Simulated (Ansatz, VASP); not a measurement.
# InAs in two plane-wave programs

One calculation is typed for both programs; each brings its own data sets. How far apart do they land? The cell is taken from a series of runs on this material, whose earlier steps may have relaxed, scaled, displaced or heated it; both programs get it as it stands.

Calculated with Ansatz 0.2.0; plane waves, with VASP 6.6.1 beside it; zone-centre phonons at PBEsol.

## 1. Starting point

It takes space group R3m (No. 160, trigonal). The conventional cell has a = 4.433 Å, b = 4.433 Å, c = 10.357 Å, α = 90.00°, β = 90.00°, γ = 120.00°. Nearest to As lie 4 In at 2.64 to 2.68 Å. Nearest to In lie 4 As at 2.64 to 2.68 Å. Farther neighbours are not listed.

## 2. Ansatz: zone-centre phonons, PBEsol

Ansatz runs on its PAW soft_1 files.

Second derivatives magnify differences that forces hide, and they need a tight electronic threshold.

Contents of input.yaml:

```yaml
crystal:
  lattice:
    - [-0.0967731359, 3.0380727729, 3.0380727729]
    - [3.0380727729, -0.0967731359, 3.0380727729]
    - [3.0380727729, 3.0380727729, -0.0967731359]
  atoms:
    - { symbol: As, position: [0.7474359139, 0.7474359139, 0.7474359139] }
    - { symbol: In, position: [0.0025640861, 0.0025640861, 0.0025640861] }
kpoints:
  mp_grid: { grid: [12, 12, 12] }
hamiltonian:
  xc: pbesol
  pseudopotentials: { kind: paw, azcp: { folder: soft_1 }, xc_functional: pbe }
scf:
  occupations: { method: methfessel_paxton, width: 0.2 }
output:
  eigenvalues: true
phonons:
  method: dfpt
```

On the command line:

```
$ ansatz run input.yaml --threads 4 --pin off --max-ram 10240MiB --backend cpu --events-out ev --progress --plain --runs-dir out
```

Numbers of over 12 decimals in the logs are rounded to 6 here.

The program printed:

```text
Engine: ansatz 0.2.0, aarch64-unknown-linux-gnu
Pseudopotentials: kind: paw
Pseudopotential: As, paw, valence charge 15, recommended cutoff 420 eV (normal), soft_1/As.paw.azcp
Pseudopotential: In, paw, valence charge 13, recommended cutoff 420 eV (normal), soft_1/In.paw.azcp
Functional definition: PBEsol
  exchange = pbesol_x
  correlation = pbesol_c
Crystal: 2 atoms, lattice volume = 58.761 Å³
Basis set: ecut = 420 eV, 1175 PW (Γ), exchange–correlation on 60×60×60 points (8 copies of the dense FFT grid, shifted against one another)
Bands: 18, of which v1, the nominal top of the filled ones, is band 14 counted from 1 (13 counted from 0)
Symmetry: 6 space group operations
k-points: 476 of 1728 (irreducible under 2 space group operations, time reversal used)
Non-local potential: As, projectors of the file, l = 0: 2, l = 1: 2, l = 2: 3, l = 3: 1
Non-local potential: In, projectors of the file, l = 0: 2, l = 1: 2, l = 2: 2, l = 3: 1
PAW form: soft (Blöchl's): semilocal exchange-correlation on the pseudo side does not see the compensation charge
PAW frozen core: As, regenerated for the run's functional, and the local potential with it (the file was generated under x = pbe(κ = 0.804, μ = 0.219515), c = pbe(β = 0.066725))
PAW frozen core: In, regenerated for the run's functional, and the local potential with it (the file was generated under x = pbe(κ = 0.804, μ = 0.219515), c = pbe(β = 0.066725))
PAW one-centre angular grid: As, 590 points (default); XC on 64 Gauss nodes
PAW one-centre angular grid: In, 590 points (default); XC on 64 Gauss nodes
Initial density: superposition of atomic densities (chi_scale 0.1, normalization cell, long waves kept (reshape's long-wave potential 0.00 eV rms))
Initial wavefunctions: pseudopotential atomic-orbital guess
Functional: x = pbesol(κ = 0.804, μ = 0.123457), c = pbesol(β = 0.046)
SCF iter   1: F=—  HF=-10338.949202 eV  |F-HF|=—  |Δ(HF+E_count)|=         —  Δρ=2.70e-2  dr2=3.45e-1  ethr=3.10e-3  ⟨swp⟩=5.1  Hψ=42941  notcnv=0
preconditioner: auto → Kerker (q_TF=auto, 2.411 Å⁻¹)  [metal: Δε(μ)=0.118 eV  Ē_g=14.418 eV  σ=0.200 eV  W_gap=0.47  n_scr=14 (ndim 8)  ℏωp=20.6 eV  f_vac=0.018  D(μ)=0.03/eV (n_scr^D=0)]
SCF iter   2: F=—  HF=-10338.897067 eV  |F-HF|=—  |Δ(HF+E_count)|=   5.21e-2  S|Δr|=    0.00e0  Δρ=1.70e-2  dr2=1.56e-1  ethr=1.23e-3  ⟨swp⟩=2.0  Hψ=13881  notcnv=0
SCF iter   3: F=—  HF=-10338.860247 eV  |F-HF|=—  |Δ(HF+E_count)|=   3.68e-2  S|Δr|=    0.00e0  Δρ=2.75e-3  dr2=8.81e-3  ethr=5.58e-4  ⟨swp⟩=2.1  Hψ=10830  notcnv=0
SCF iter   4: F=—  HF=-10338.861780 eV  |F-HF|=—  |Δ(HF+E_count)|=   1.53e-3  S|Δr|=    0.00e0  Δρ=1.36e-3  dr2=2.48e-3  ethr=3.15e-5  ⟨swp⟩=2.1  Hψ=14288  notcnv=0
SCF iter   5: F=—  HF=-10338.861867 eV  |F-HF|=—  |Δ(HF+E_count)|=   8.73e-5  S|Δr|=    0.00e0  Δρ=6.16e-4  dr2=4.05e-4  ethr=8.87e-6  ⟨swp⟩=2.0  Hψ=15233  notcnv=0
SCF iter   6: F=—  HF=-10338.862229 eV  |F-HF|=—  |Δ(HF+E_count)|=   3.61e-4  S|Δr|=    0.00e0  Δρ=1.87e-4  dr2=2.29e-5  ethr=1.45e-6  ⟨swp⟩=2.0  Hψ=15234  notcnv=0
SCF iter   7: F=—  HF=-10338.862257 eV  |F-HF|=—  |Δ(HF+E_count)|=   2.86e-5  S|Δr|=    0.00e0  Δρ=4.44e-5  dr2=1.31e-6  ethr=8.19e-8  ⟨swp⟩=2.0  Hψ=15239  notcnv=0
SCF iter   8: F=—  HF=-10338.862260 eV  |F-HF|=—  |Δ(HF+E_count)|=   2.61e-6  S|Δr|=    0.00e0  Δρ=1.28e-5  dr2=1.27e-7  ethr=4.67e-9  ⟨swp⟩=2.0  Hψ=12859  notcnv=0
SCF iter   9: F=—  HF=-10338.862260 eV  |F-HF|=—  |Δ(HF+E_count)|=   1.40e-7  S|Δr|=    0.00e0  Δρ=4.29e-6  dr2=2.18e-8  ethr=4.55e-10  ⟨swp⟩=2.0  Hψ=15237  notcnv=0
SCF iter  10: F=—  HF=-10338.862260 eV  |F-HF|=—  |Δ(HF+E_count)|=   1.98e-8  S|Δr|=    0.00e0  Δρ=1.56e-6  dr2=2.84e-9  ethr=7.78e-11  ⟨swp⟩=2.1  Hψ=10668  notcnv=0
SCF iter  11: F=—  HF=-10338.862260 eV  |F-HF|=—  |Δ(HF+E_count)|=   1.91e-9  S|Δr|=    0.00e0  Δρ=5.02e-7  dr2=1.60e-10  ethr=1.01e-11  ⟨swp⟩=2.0  Hψ=10450  notcnv=0
SCF iter  12: F=—  HF=-10338.862260 eV  |F-HF|=—  |Δ(HF+E_count)|=  1.58e-10  S|Δr|=    0.00e0  Δρ=1.40e-7  dr2=1.50e-11  ethr=1.00e-12  ⟨swp⟩=2.0  Hψ=9936  notcnv=0
SCF iter  13: F=-10338.862260 eV  HF=-10338.862260 eV  |F-HF|=1.82e-12  |Δ(HF+E_count)|=  1.46e-11  S|Δr|=    0.00e0  Δρ=5.61e-8  dr2=2.42e-12  ethr=1.00e-12  ⟨swp⟩=5.2  Hψ=32602  notcnv=0
SCF 1 converged in 13 iterations: F = -10338.862260 eV  dr2 = 2.42e-12
  greatest PAW one-centre occupation: 0.999 electrons in one spin orbital (limit 2), on the As atom at site 0 (counted from 0), in its partial waves of l = 2
DFPT response loops at Γ: preconditioner auto → Kerker (q_TF=auto, 2.411 Å⁻¹) (partly filled bands, converged f_vac=0.103); β = 1.00, the filter's whole step (`scf.mixing.beta` (0.50) is not read by the response loops under this deck's `scf.mixing.preconditioner`; to damp them name `kerker` or `kerker_dos`, under which they read `scf.mixing.beta`, and type it under 1.00, their step now; both keys bind the ground state too); Broyden in place of MSR1
SCF converged after 13 iterations
Stability not checked: this state was not tested for a lower state beside it, because cold or Methfessel-Paxton smearing, or corrected tetrahedra, fill the levels in a way that the test cannot read (fill_not_monotonic; see scf.lower_state_search)
Free energy (F): -10338.862260 eV
Harris-Foulkes:  -10338.862260 eV  (|F-HF|=1.82e-12)
Internal energy: -10338.862745 eV  (E = F + TS)
E sigma→0 (E₀):  -10338.862381 eV
Entropy (-TS):   0.000485 eV (0.243 meV/atom)
Fermi energy:    6.890831 eV
Step filling:    the computed levels leave a gap of 0.1245 eV = 0.6 smearing widths at the electron count; against every level under it full and every level over it empty, smearing changes F+E_penalty+E_count by +0.143 meV and its σ→0 estimate by +0.021 meV
--- Per-component energies (eV) ---
  E_band       = -339.284208
  E_kinetic    = 315.328638
  E_local      = -3559.808771  (includes V_loc(G=0)·N_el)
  E_nonlocal   = -63.481135
  E_hartree    = 1760.954466
  E_xc         = -210.815252
  E_vxc        = -162.261311  (∫ρ·V_xc dr)
  E_paw        = -6109.412775  (= ΣΔE_a)
  E_vpaw       = -390.970711  (= ΣTr[D̂ρ^β])
  E_aug_tail   = 0.000147  (compensation charges beyond the density's cutoff)
  E_ewald      = -2472.830396
  E_core_change = 1.202334  (= ΣΔE_core)
  E_smearing   = 0.000485  (= −TS)
  E_closure    = 0.000000  (closes the sum)
  Σ components = -10338.862260   (vs F -10338.862260, Δ=0.00e0)
--- Band table (eV; the first three rows and the last of 476) ---
  k-point 0: bands = [... 10 lower, -4.7537, 6.1153, 6.6722, 6.6722, 6.9389, 10.4562, 10.4562, 10.9409]
  k-point 1: bands = [... 10 lower, -4.6903, 5.2779, 6.5956, 6.8144, 7.3388, 10.5194, 10.5844, 11.0159]
  k-point 2: bands = [... 10 lower, -4.5073, 4.1525, 6.4078, 6.6151, 7.7852, 10.8241, 10.8915, 11.2770]
  k-point 475: bands = [... 10 lower, -3.3214, 1.3512, 5.6817, 5.6817, 7.1541, 11.1435, 11.1435, 13.2656]
--- Phonons (Γ-DFPT): 2 representative perturbations + reference, on 476 of 1728 k-points (Σ response iterations 6) ---
  k mesh reduced under 2 symmetry operations, with k and −k counted as one. Each operation leaves every solved perturbation unchanged. A smaller set is not used because it would not reduce the number of displacements times k-points to solve
  ASR residual: 4.567e-5 → 0.000e0 eV/Å²; symmetrization residual: 1.956e-5 eV/Å²
  ASR residual per site (eV/Å²): 6.21e-6 4.57e-5
  Γ frequencies (cm⁻¹): 0.00 0.00 0.00 194.09 194.09 205.17
  non-analytic LO–TO correction: not included (Born effective charges unavailable; polar crystals: no LO–TO splitting at Γ)
```

## 3. VASP: zone-centre phonons, PBEsol

The same cell, functional, mesh and smearing now go to VASP, with its own data sets.

Lines of VASP's logs that name or quote its potential files are left out, and so is its time.

Contents of INCAR:

```
SYSTEM = InAs
PREC = Accurate
ENCUT = 500
EDIFF = 1E-08
NELM = 120
ISMEAR = 1
SIGMA = 0.2
LREAL = .FALSE.
ALGO = Normal
GGA = PS
NBANDS = 15
LORBIT = 11
LWAVE = .FALSE.
LCHARG = .FALSE.
ISIF = 2
IBRION = 8
LASPH = .TRUE.
GGA_COMPAT = .FALSE.
EFERMI = MIDGAP
KPAR = 2
```

Contents of POSCAR:

```
InAs
1.0
   -0.0967731359      3.0380727729      3.0380727729
    3.0380727729     -0.0967731359      3.0380727729
    3.0380727729      3.0380727729     -0.0967731359
As In
1 1
Direct
    0.7474359139      0.7474359139      0.7474359139
    0.0025640861      0.0025640861      0.0025640861
```

Contents of KPOINTS:

```
Automatic mesh
0
Gamma
12 12 12
0 0 0
```

Potentials, in the order of the species: As and In_d (PBE family, release 64).

On the command line:

```
$ mpirun -np 2 vasp_std
```

The program printed:

```text
[banner, memory and clock lines left out]
running    2 mpi-ranks, on    1 nodes
 distrk:  each k-point on    1 cores,    2 groups
 distr:  one band on    1 cores,    1 groups

 POSCAR found type information on POSCAR AsIn
 POSCAR found :  2 types and       2 ions
|                                                                             |
|               ----> ADVICE to this user running VASP <----                  |
|                                                                             |
|     You enforced a specific xc type in the INCAR file but a different       |
|     [... a line on the potential file left out ...]
|     I HOPE YOU KNOW WHAT YOU ARE DOING!                                     |
|                                                                             |

 LDA part: xc-table for (Slater+PW92), standard interpolation
 POSCAR, INCAR and KPOINTS ok, starting setup
 FFT: planning ... GRIDC
 FFT: planning ... GRID_SOFT
 FFT: planning ... GRID
 WAVECAR not read
 entering main loop
       N       E                     dE             d eps       ncg     rms          rms(c)
DAV:   1     0.109771728186E+03    0.10977E+03   -0.81375E+03  5684   0.123E+03
DAV:   2    -0.117282643323E+01   -0.11094E+03   -0.10691E+03  6125   0.293E+02
DAV:   3    -0.854145581347E+01   -0.73686E+01   -0.73291E+01  7280   0.778E+01
DAV:   4    -0.872816228059E+01   -0.18671E+00   -0.18666E+00  6948   0.140E+01
DAV:   5    -0.873700968608E+01   -0.88474E-02   -0.88473E-02  8610   0.257E+00    0.402E+00
DAV:   6    -0.848594327955E+01    0.25107E+00   -0.39937E-01  8889   0.113E+01    0.219E+00
DAV:   7    -0.845881759739E+01    0.27126E-01   -0.10048E-01  7768   0.308E+00    0.662E-01
DAV:   8    -0.845736937344E+01    0.14482E-02   -0.11243E-02  7345   0.125E+00    0.171E-01
DAV:   9    -0.845763694211E+01   -0.26757E-03   -0.85953E-04  7064   0.286E-01    0.979E-02
DAV:  10    -0.845769731919E+01   -0.60377E-04   -0.10637E-04  8888   0.132E-01    0.587E-02
DAV:  11    -0.845771737590E+01   -0.20057E-04   -0.52652E-05  6615   0.928E-02    0.416E-02
DAV:  12    -0.845771730641E+01    0.69487E-07   -0.48379E-06  6330   0.195E-02    0.831E-03
DAV:  13    -0.845771744538E+01   -0.13896E-06   -0.11075E-06  7644   0.647E-03    0.345E-03
DAV:  14    -0.845771743278E+01    0.12596E-07   -0.82017E-08  6973   0.252E-03    0.163E-03
DAV:  15    -0.845771749093E+01   -0.58149E-07   -0.43960E-09  5740   0.791E-04    0.471E-04
DAV:  16    -0.845771749616E+01   -0.52280E-08   -0.22861E-09  4102   0.477E-04
   1 F= -.84577175E+01 E0= -.84578779E+01  d E =0.481285E-03
 Linear response reoptimize wavefunctions to high precision
DAV:   1    -0.845771749717E+01   -0.10107E-08   -0.11415E-09  5453   0.300E-04
DAV:   2    -0.845771749717E+01   -0.45475E-11   -0.15708E-10  3472   0.124E-04
 Linear response DOF=           2
 Linear response progress:
  Degree of freedom:   1/  2
       N       E                     dE             d eps       ncg     rms          rms(c)
RMM:   1    -0.465437875081E-01   -0.46544E-01    0.65838E-02 29160   0.145E+00
RMM:   2    -0.443582828423E-01    0.21855E-02    0.13638E-03 22392   0.528E-01    0.999E-02
RMM:   3    -0.449892062592E-01   -0.63092E-03   -0.16897E-03 26460   0.221E-01    0.441E-02
RMM:   4    -0.451753023375E-01   -0.18610E-03   -0.12735E-04 26715   0.750E-02    0.111E-02
RMM:   5    -0.452143598497E-01   -0.39058E-04   -0.14980E-05 27503   0.308E-02    0.488E-03
RMM:   6    -0.452011117756E-01    0.13248E-04   -0.14807E-06 26678   0.815E-03    0.151E-03
RMM:   7    -0.451985702633E-01    0.25415E-05   -0.17953E-07 28939   0.246E-03    0.892E-04
RMM:   8    -0.451994810857E-01   -0.91082E-06   -0.67634E-08 25847   0.110E-03    0.451E-04
RMM:   9    -0.452000526005E-01   -0.57151E-06   -0.51380E-09 27819   0.376E-04    0.105E-04
RMM:  10    -0.452001116653E-01   -0.59065E-07    0.55225E-08 30059   0.146E-04    0.512E-05
RMM:  11    -0.452001124686E-01   -0.80335E-09   -0.41752E-08 28437   0.566E-05    0.126E-05
 first order change of Fermi-energy  -0.14944E+01
 force on displaced ion       1 direction 1 :  -6.557  -0.244  -0.244
 Linear response progress:
  Degree of freedom:   2/  2
       N       E                     dE             d eps       ncg     rms          rms(c)
RMM:   1    -0.233720824525E+00   -0.23372E+00   -0.10939E-01 19269   0.479E+00
RMM:   2    -0.236177588954E+00   -0.24568E-02   -0.12182E-02 24253   0.996E-01    0.754E-02
RMM:   3    -0.236069405248E+00    0.10818E-03   -0.14300E-03 26437   0.308E-01    0.360E-02
RMM:   4    -0.235838003627E+00    0.23140E-03   -0.12283E-04 27117   0.104E-01    0.203E-02
RMM:   5    -0.235764236411E+00    0.73767E-04   -0.24141E-05 28027   0.387E-02    0.740E-03
RMM:   6    -0.235753620633E+00    0.10616E-04    0.96226E-07 27955   0.132E-02    0.187E-03
RMM:   7    -0.235764653694E+00   -0.11033E-04    0.31626E-06 29086   0.395E-03    0.846E-04
RMM:   8    -0.235764703995E+00   -0.50301E-07    0.27269E-06 28110   0.170E-03    0.315E-04
RMM:   9    -0.235765081887E+00   -0.37789E-06    0.14621E-06 29866   0.738E-04    0.110E-04
RMM:  10    -0.235765188612E+00   -0.10673E-06    0.94360E-07 29917   0.315E-04    0.254E-05
RMM:  11    -0.235765257954E+00   -0.69342E-07    0.75454E-07 30018   0.153E-04    0.214E-05
RMM:  12    -0.235765316765E+00   -0.58811E-07    0.45484E-07 30970   0.846E-05    0.257E-05
RMM:  13    -0.235765339743E+00   -0.22978E-07    0.13532E-07 27851   0.542E-05    0.225E-05
 first order change of Fermi-energy   0.14950E+01
 force on displaced ion       2 direction 1 :  -6.560  -0.240  -0.240
 Linear response finished
```

(Continued in part 2 of 2.)

[Lines on the potential files, build, host, timing and source positions are cut from VASP's logs without a mark.]

[Logs are printed without paths, hosts, clocks, repeated set-up lines and the standing remarks that a program may print on its own settings, such as how far it seeks lower states.]

[Hosts, paths, dates, database ids (printed as entryN), source tags and the programs' standing remarks are cut or masked in the printed files.]
